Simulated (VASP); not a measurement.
# ZnO (zincite) (P6_3mc) in VASP: further runs, part 3 of 3

VASP 6.6.1. Earlier steps stand in the parts before.

## (6) Electric field gradients, PBE

Contents of INCAR:

```
  PREC = Accurate
  ENCUT = 520
  EDIFF = 1E-7
  ISMEAR = -1
  SIGMA = 0.02
  LREAL = False
  LASPH = True
  NELM = 60
  ALGO = Normal
  ISIF = 2
  LWAVE = False
  LCHARG = False
  GGA = PE
  LEFG = True
```

Contents of KPOINTS:

```
regular mesh
0
Gamma
  8 8 5
```

Contents of POSCAR:

```
ZnO
1.0
    3.2493080000      0.0000000000      0.0000000000
   -1.6246540000      2.8139832727      0.0000000000
    0.0000000000      0.0000000000      5.2057090000
Zn O
2 2
Direct
    0.3333333333      0.6666666667      0.5000000000
    0.6666666667      0.3333333333      0.0000000000
    0.6666666667      0.3333333333      0.3790100000
    0.3333333333      0.6666666667      0.8790100000
```

Potentials or basis: VASP PAW PBE potentials, release 64 (Zn, O).

Started as:

```bash
$ cat potpaw_PBE.64/Zn/POTCAR potpaw_PBE.64/O/POTCAR > POTCAR
$ mpirun -np 1 vasp_std > vasp.out
```

OUTCAR:

```text
PREC = Accurate
   ENCUT = 520
   EDIFF = 1E-7
   ISMEAR = -1
   LREAL = False
   LASPH = True
   NELM = 60
   ISIF = 2
   GGA = PE

 ion  position               nearest neighbor table
   1  0.333  0.667  0.500-   4 1.97   3 1.98   3 1.98   3 1.98
   2  0.667  0.333  0.000-   3 1.97   4 1.98   4 1.98   4 1.98
   3  0.667  0.333  0.379-   2 1.97   1 1.98   1 1.98   1 1.98
   4  0.333  0.667  0.879-   1 1.97   2 1.98   2 1.98   2 1.98

  LATTYP: Found a hexagonal cell.
 ALAT       =     3.2493080000
 C/A-ratio  =     1.6020977390

  Lattice vectors:

 A1 = (   3.2493080000,   0.0000000000,   0.0000000000)
 A2 = (  -1.6246540000,   2.8139832727,   0.0000000000)
 A3 = (   0.0000000000,   0.0000000000,   5.2057090000)

Analysis of symmetry for initial positions (statically):
=====================================================================
 Subroutine PRICEL returns:
 Original cell was already a primitive cell.

 Routine SETGRP: Setting up the symmetry group for a
 hexagonal supercell.

 Subroutine GETGRP returns: Found 12 space group operations
 (whereof  6 operations were pure point group operations)
 out of a pool of 24 trial point group operations.

The static configuration has the point symmetry C_3v.
 The point group associated with its full space group is C_6v.

Analysis of symmetry for dynamics (positions and initial velocities):
=====================================================================
 Subroutine PRICEL returns:
 Original cell was already a primitive cell.

 Routine SETGRP: Setting up the symmetry group for a
 hexagonal supercell.

 Subroutine GETGRP returns: Found 12 space group operations
 (whereof  6 operations were pure point group operations)
 out of a pool of 24 trial point group operations.

The dynamic configuration has the point symmetry C_3v.
 The point group associated with its full space group is C_6v.

 Subroutine INISYM returns: Found 12 space group operations
 (whereof  6 operations are pure point group operations),
 and found     1 'primitive' translations

----------------------------------------------------------------------------------------

                                     Primitive cell

  volume of cell :      47.5984

  direct lattice vectors                    reciprocal lattice vectors
     3.249308000  0.000000000  0.000000000     0.307757836  0.177684070  0.000000000
    -1.624654000  2.813983273  0.000000000     0.000000000  0.355368139  0.000000000
     0.000000000  0.000000000  5.205709000     0.000000000  0.000000000  0.192096792

  length of vectors
     3.249308000  3.249308000  5.205709000     0.355368139  0.355368139  0.192096792

  position of ions in fractional coordinates (direct lattice)
     0.333333333  0.666666667  0.500000000
     0.666666667  0.333333333  0.000000000
     0.666666667  0.333333333  0.379010000
     0.333333333  0.666666667  0.879010000

  ion indices of the primitive-cell ions
   primitive index   ion index
                 1           1
                 2           2
[... 82 lines left out ...]
   POTIM  = 0.5000    time-step for ionic-motion
   TEBEG  =    0.0;   TEEND  =   0.0 temperature during run
   PSTRESS=    0.0 pullay stress
   NELECT =      36.0000    total number of electrons
   NUPDOWN=      -1.0000    fix difference up-down
   EMIN   =  10.00;   EMAX   =-10.00  energy-range for DOS
   EFERMI =   0.00;   METHOD = LEGACY
   ISMEAR =    -1;   SIGMA  =   0.02  broadening in eV -4-tet -1-fermi 0-gaus
   EFERMI_NEDOS =   21; number of points for ismear=-14 and -15
   IALGO  =     38    algorithm
   IMIX   =      4    mixing-type and parameters
     AMIX     =   0.40;   BMIX     =  1.00
     AMIX_MAG =   1.60;   BMIX_MAG =  1.00
  volume/ion in A,a.u.               =      11.90        80.30
  Fermi-wavevector in a.u.,A,eV,Ry     =   1.491574  2.818667 30.270160  2.224794
  Thomas-Fermi vector in A             =   2.604212
   LORBIT       =      0    0 simple, 1 ext, 2 COOP (PROOUT), +10 PAW based schemes
   GGA     = PE    functional components
   LHFCALC =     F    Hartree Fock is set to
   AEXX    =    0.0000 exact exchange contribution
   IVDW    =     0    specifies the selected vdW correction
   LEPSILON=     F    determine dielectric tensor
   LRPA    =     F    only Hartree local field effects (RPA)
 non-spin polarized calculation
  energy-cutoff  :      520.00
  volume of cell :       47.60
 maximum number of plane-waves:      1299
   NGX = 13   NGY = 13   NGZ = 19

 number of electron      36.0000017 magnetization

 Free energy of the ion-electron system (eV)
  ---------------------------------------------------
  ext. energy  EPLUGINS =         0.00000000
  ---------------------------------------------------
  free energy    TOTEN  =       -17.82199913 eV

  energy without entropy =      -17.82199913  energy(sigma->0) =      -17.82199913

 E-fermi :   1.5953     XC(G=0): -10.9114

 val. band max:        1.2010526934   @ k =   0.0000   0.0000   0.0000
 cond. band min:       1.9908610950   @ k =   0.0000   0.0000   0.0000
 fundamental gap:      0.7898084016
 Fermi energy:         1.5952658171

 k-point     1 :       0.0000    0.0000    0.0000
  band No.  band energies     occupation
      1     -16.8874      2.00000
      2     -16.1562      2.00000
      3      -4.4870      2.00000
      4      -4.4870      2.00000
      5      -4.4476      2.00000
      6      -4.4262      2.00000
[... 589 lines left out ...]
     21       9.8056      0.00000
     22       9.9335      0.00000

 [... further k-points ...]
[... 5 lines left out ...]
  --------------------------------------------------------------------------------------
  -------------------------------------------------------------------------------------
  Total        1.6087088      1.6087088      2.1317152      0.0000000      0.0000000     -0.0000000
  in kB       54.1496615     54.1496615     71.7542252      0.0000000      0.0000000     -0.0000000
  external PRESSURE =      60.0178494 kB  Pullay stress =       0.0000000 kB

 VOLUME and BASIS-vectors are now :
 -----------------------------------------------------------------------------
  energy-cutoff  :      520.00
  volume of cell :       47.60
      direct lattice vectors                 reciprocal lattice vectors
     3.249308000  0.000000000  0.000000000     0.307757836  0.177684070  0.000000000
    -1.624654000  2.813983273  0.000000000     0.000000000  0.355368139  0.000000000
     0.000000000  0.000000000  5.205709000     0.000000000  0.000000000  0.192096792

 POSITION                                       TOTAL-FORCE (eV/Angst)
 -----------------------------------------------------------------------------------
     -0.00000      1.87599      2.60285         0.000000      0.000000     -0.074055
      1.62465      0.93799      0.00000        -0.000000     -0.000000     -0.074055
      1.62465      0.93799      1.97302        -0.000000      0.000000      0.074055
     -0.00000      1.87599      4.57587         0.000000      0.000000      0.074055
 -----------------------------------------------------------------------------------
    total drift:                               -0.000000     -0.000000     -0.000150

  FREE ENERGIE OF THE ION-ELECTRON SYSTEM (eV)
  ---------------------------------------------------
  free  energy   TOTEN  =       -17.8219991318 eV

  energy  without entropy=      -17.8219991318  energy(sigma->0) =      -17.82199913

 Electric field gradients (V/A^2)
---------------------------------------------------------------------
 ion       V_xx      V_yy      V_zz      V_xy      V_xz      V_yz
---------------------------------------------------------------------
   1      -0.433    -0.434     0.867    -0.001    -0.000     0.000
   2      -0.433    -0.434     0.867    -0.001     0.000    -0.000
   3       0.936     0.932    -1.868    -0.004    -0.000     0.000
   4       0.936     0.932    -1.868    -0.004     0.000    -0.000
---------------------------------------------------------------------

 Electric field gradients after diagonalization (V/A^2)
 (convention: |V_zz| > |V_xx| > |V_yy|)
----------------------------------------------------------------------
 ion       V_xx      V_yy      V_zz     asymmetry (V_yy - V_xx)/ V_zz
----------------------------------------------------------------------
   1      -0.435    -0.432     0.867       0.003
   2      -0.435    -0.432     0.867       0.003
   3       0.939     0.930    -1.868       0.005
   4       0.939     0.930    -1.868       0.005
----------------------------------------------------------------------

           NMR quadrupolar parameters

 Cq : quadrupolar parameter    Cq=e*Q*V_zz/h
 eta: asymmetry parameters     (V_yy - V_xx)/ V_zz
 Q  : nuclear electric quadrupole moment in mb (millibarn)
----------------------------------------------------------------------
 ion       Cq(MHz)       eta       Q (mb)
----------------------------------------------------------------------
   1       0.002       0.003       1.000
   2       0.002       0.003       1.000
   3      -0.005       0.005       1.000
   4      -0.005       0.005       1.000
----------------------------------------------------------------------
```

It took 12 s on 1 thread of Intel Xeon 6975P-C (Granite Rapids), shared host; peak memory 0.17 GiB.

Results:

```yaml
Free_energy: -17.8220 eV
Pressure: 6.0 GPa
Largest_force: 0.074 eV/Å
Band_gap_on_the_k_mesh: 0.79 eV, direct
```

Forces on the atoms (eV/Å):
```
Zn   0.000  0.000 -0.074
Zn   0.000  0.000 -0.074
O    0.000  0.000  0.074
O    0.000  0.000  0.074
```

Stress tensor (GPa, compression positive):
```
5.41 0.00 0.00
0.00 5.41 0.00
0.00 0.00 7.18
```

Electric field gradients, principal values (V/Å²):
| atom | Vxx | Vyy | Vzz |
| --- | --- | --- | --- |
| 1 Zn | -0.432 | -0.435 | 0.867 |
| 2 Zn | -0.432 | -0.435 | 0.867 |
| 3 O | 0.930 | 0.939 | -1.868 |
| 4 O | 0.930 | 0.939 | -1.868 |

## (7) Electric field gradients, r2SCAN

Edit INCAR of step 6 so:

```diff
@@ -12,3 +12,4 @@
   LCHARG = False
-  GGA = PE
+  METAGGA = R2SCAN
+  LMIXTAU = True
   LEFG = True
```

KPOINTS is that of step 6.

POSCAR is that of step 6.

Potentials or basis: VASP PAW PBE potentials, release 64 (Zn, O).

Started as:

```bash
$ cat potpaw_PBE.64/Zn/POTCAR potpaw_PBE.64/O/POTCAR > POTCAR
$ mpirun -np 1 vasp_std > vasp.out
```

OUTCAR:

```text
PREC = Accurate
   ENCUT = 520
   EDIFF = 1E-7
   ISMEAR = -1
   LREAL = False
   LASPH = True
   NELM = 60
   ISIF = 2
   METAGGA = R2SCAN

 ion  position               nearest neighbor table
   1  0.333  0.667  0.500-   4 1.97   3 1.98   3 1.98   3 1.98
   2  0.667  0.333  0.000-   3 1.97   4 1.98   4 1.98   4 1.98
   3  0.667  0.333  0.379-   2 1.97   1 1.98   1 1.98   1 1.98
   4  0.333  0.667  0.879-   1 1.97   2 1.98   2 1.98   2 1.98

  LATTYP: Found a hexagonal cell.
 ALAT       =     3.2493080000
 C/A-ratio  =     1.6020977390

  Lattice vectors:

 A1 = (   3.2493080000,   0.0000000000,   0.0000000000)
 A2 = (  -1.6246540000,   2.8139832727,   0.0000000000)
 A3 = (   0.0000000000,   0.0000000000,   5.2057090000)

Analysis of symmetry for initial positions (statically):
=====================================================================
 Subroutine PRICEL returns:
 Original cell was already a primitive cell.

 Routine SETGRP: Setting up the symmetry group for a
 hexagonal supercell.

 Subroutine GETGRP returns: Found 12 space group operations
 (whereof  6 operations were pure point group operations)
 out of a pool of 24 trial point group operations.

The static configuration has the point symmetry C_3v.
 The point group associated with its full space group is C_6v.

Analysis of symmetry for dynamics (positions and initial velocities):
=====================================================================
 Subroutine PRICEL returns:
 Original cell was already a primitive cell.

 Routine SETGRP: Setting up the symmetry group for a
 hexagonal supercell.

 Subroutine GETGRP returns: Found 12 space group operations
[... 170 lines left out ...]
      6      -4.8368      2.00000
[... 589 lines left out ...]
     21      10.1304      0.00000
     22      10.2783      0.00000

 [... further k-points ...]
[... 5 lines left out ...]
  --------------------------------------------------------------------------------------
  -------------------------------------------------------------------------------------
  Total       -0.2064903     -0.2064903      0.3120558      0.0000000      0.0000000      0.0000000
  in kB       -6.9505296     -6.9505296     10.5038992      0.0000000      0.0000000      0.0000000
  external PRESSURE =      -1.1323867 kB  Pullay stress =       0.0000000 kB

 VOLUME and BASIS-vectors are now :
 -----------------------------------------------------------------------------
  energy-cutoff  :      520.00
  volume of cell :       47.60
      direct lattice vectors                 reciprocal lattice vectors
     3.249308000  0.000000000  0.000000000     0.307757836  0.177684070  0.000000000
    -1.624654000  2.813983273  0.000000000     0.000000000  0.355368139  0.000000000
     0.000000000  0.000000000  5.205709000     0.000000000  0.000000000  0.192096792

 POSITION                                       TOTAL-FORCE (eV/Angst)
 -----------------------------------------------------------------------------------
     -0.00000      1.87599      2.60285        -0.000000      0.000000     -0.085984
      1.62465      0.93799      0.00000         0.000000     -0.000000     -0.085984
      1.62465      0.93799      1.97302         0.000000      0.000000      0.085984
     -0.00000      1.87599      4.57587         0.000000      0.000000      0.085984
 -----------------------------------------------------------------------------------
    total drift:                                0.000000      0.000000     -0.087057

  FREE ENERGIE OF THE ION-ELECTRON SYSTEM (eV)
  ---------------------------------------------------
  free  energy   TOTEN  =       -36.3169691678 eV

  energy  without entropy=      -36.3169691678  energy(sigma->0) =      -36.31696917

 Electric field gradients (V/A^2)
---------------------------------------------------------------------
 ion       V_xx      V_yy      V_zz      V_xy      V_xz      V_yz
---------------------------------------------------------------------
   1      -0.453    -0.455     0.908    -0.001    -0.000     0.000
   2      -0.453    -0.455     0.908    -0.001     0.000    -0.000
   3       0.943     0.939    -1.882    -0.004    -0.000     0.000
   4       0.943     0.939    -1.882    -0.004     0.000    -0.000
---------------------------------------------------------------------

 Electric field gradients after diagonalization (V/A^2)
 (convention: |V_zz| > |V_xx| > |V_yy|)
----------------------------------------------------------------------
 ion       V_xx      V_yy      V_zz     asymmetry (V_yy - V_xx)/ V_zz
----------------------------------------------------------------------
   1      -0.455    -0.453     0.908       0.003
   2      -0.455    -0.453     0.908       0.003
   3       0.945     0.936    -1.882       0.005
   4       0.945     0.936    -1.882       0.005
----------------------------------------------------------------------

           NMR quadrupolar parameters

 Cq : quadrupolar parameter    Cq=e*Q*V_zz/h
 eta: asymmetry parameters     (V_yy - V_xx)/ V_zz
 Q  : nuclear electric quadrupole moment in mb (millibarn)
----------------------------------------------------------------------
 ion       Cq(MHz)       eta       Q (mb)
----------------------------------------------------------------------
   1       0.002       0.003       1.000
   2       0.002       0.003       1.000
   3      -0.005       0.005       1.000
   4      -0.005       0.005       1.000
----------------------------------------------------------------------
```

Run time: 69 s. Hardware: 1 thread of Intel Xeon 6975P-C (Granite Rapids), shared host; peak memory 0.17 GiB.

Results:

```yaml
Free_energy: -36.3170 eV
Pressure: -0.1 GPa
Largest_force: 0.086 eV/Å
Band_gap_on_the_k_mesh: 1.23 eV, direct
```

Forces on the atoms (eV/Å):
```
Zn   0.000  0.000 -0.086
Zn   0.000  0.000 -0.086
O    0.000  0.000  0.086
O    0.000  0.000  0.086
```

Stress tensor (GPa, compression positive):
```
-0.70  0.00  0.00
 0.00 -0.70  0.00
 0.00  0.00  1.05
```

Levels at points of the mesh, in eV from the valence-band top:
```tsv
k point	band 15	band 16	band 17	band 18	band 19	band 20	band 21	band 22
(0.00, 0.00, 0.00)	-0.83	-0.07	0.00	0.00	1.23	5.84	8.86	13.65
(0.50, 0.00, 0.00)	-2.85	-2.33	-1.29	-0.84	6.40	7.34	8.11	9.24
```

Electric field gradients, principal values (V/Å²):
```
atom     Vxx     Vyy     Vzz
1 Zn  -0.453  -0.455   0.908
2 Zn  -0.453  -0.455   0.908
 3 O   0.936   0.945  -1.882
 4 O   0.936   0.945  -1.882
```

Caveat: the PAW data sets were made with another functional, which shifts forces and pressure a little.

## (8) Summary

| level | k mesh | cutoff (eV) | gap on the mesh (eV) | pressure (GPa) | largest force (eV/Å) |
| --- | --- | --- | --- | --- | --- |
| PBEsol | 12 × 12 × 7 | 520 | 0.69 | -0.5 | 0.07 |
| PBEsol | 8 × 8 × 5 | 700 | 0.69 | -0.6 | 0.07 |
| PBEsol | 8 × 8 × 5 | 500 | 0.69 | -0.6 | 0.07 |
| PBEsol | 8 × 8 × 5 | 600 | 0.69 | -0.6 | 0.07 |
| PBE | 8 × 8 × 5 | 520 | 0.79 | 6.0 | 0.07 |
| r2SCAN | 8 × 8 × 5 | 520 | 1.23 | -0.1 | 0.09 |

Alike in all rows: task electric field gradients; potentials or basis VASP PAW PBE potentials, release 64 (Zn, O); no spin polarisation; cell as given; smearing fermi-dirac 0.02 eV.

On the cell as given the gap runs from 0.69 eV (PBEsol) to 1.23 eV (r2SCAN); the meshes differ, which moves gaps too. The pressure there spans -0.6 GPa (PBEsol) to 6.0 GPa (PBE); a positive pressure means that this level wants a larger cell, a negative one a smaller.

Caveats: the PAW data sets were made with another functional, which shifts forces and pressure a little (some runs).

Total energies depend on the potentials used, so only differences within one code and one set of settings carry meaning.

## (9) How close it comes

Step 2. Against the measured gap of ZnO, 3.37 eV (quoted in “Electronic structure of alkaline earth and post-transition metal oxides”, 2009, arxiv:0908.1581), the calculated 0.69 eV is off by -2.68 eV. So large a miss can be the level of theory's own, or it may mean another phase, state or a wrong row. The value is that of PBEsol, without temperature or zero-point motion. Semilocal functionals fall short of measured gaps as a rule.

Step 3. Measured gap of ZnO: 3.37 eV (quoted in “Electronic structure of alkaline earth and post-transition metal oxides”, 2009, arxiv:0908.1581). This calculation gives 0.69 eV (-2.68 eV). So large a miss can be the level of theory's own, or it may mean another phase, state or a wrong row. The value is that of PBEsol, without temperature or zero-point motion. Semilocal functionals fall short of measured gaps as a rule.

Step 4. Against the measured gap of ZnO, 3.37 eV (quoted in “Electronic structure of alkaline earth and post-transition metal oxides”, 2009, arxiv:0908.1581), the calculated 0.69 eV is off by -2.68 eV. So large a miss can be the level of theory's own, or it may mean another phase, state or a wrong row. The value is that of PBEsol, without temperature or zero-point motion. Semilocal functionals fall short of measured gaps as a rule.

Step 5. Measured gap of ZnO: 3.37 eV (quoted in “Electronic structure of alkaline earth and post-transition metal oxides”, 2009, arxiv:0908.1581). This calculation gives 0.69 eV (-2.68 eV). So large a miss can be the level of theory's own, or it may mean another phase, state or a wrong row. The value is that of PBEsol, without temperature or zero-point motion. Semilocal functionals fall short of measured gaps as a rule.

Step 6. Measured gap of ZnO: 3.37 eV (quoted in “Electronic structure of alkaline earth and post-transition metal oxides”, 2009, arxiv:0908.1581). This calculation gives 0.79 eV (-2.58 eV). So large a miss can be the level of theory's own, or it may mean another phase, state or a wrong row. The value is that of PBE, without temperature or zero-point motion. Semilocal functionals fall short of measured gaps as a rule.

Step 7. Against the measured gap of ZnO, 3.37 eV (quoted in “Electronic structure of alkaline earth and post-transition metal oxides”, 2009, arxiv:0908.1581), the calculated 1.23 eV is off by -2.14 eV. So large a miss can be the level of theory's own, or it may mean another phase, state or a wrong row. The value is that of r2SCAN, without temperature or zero-point motion.
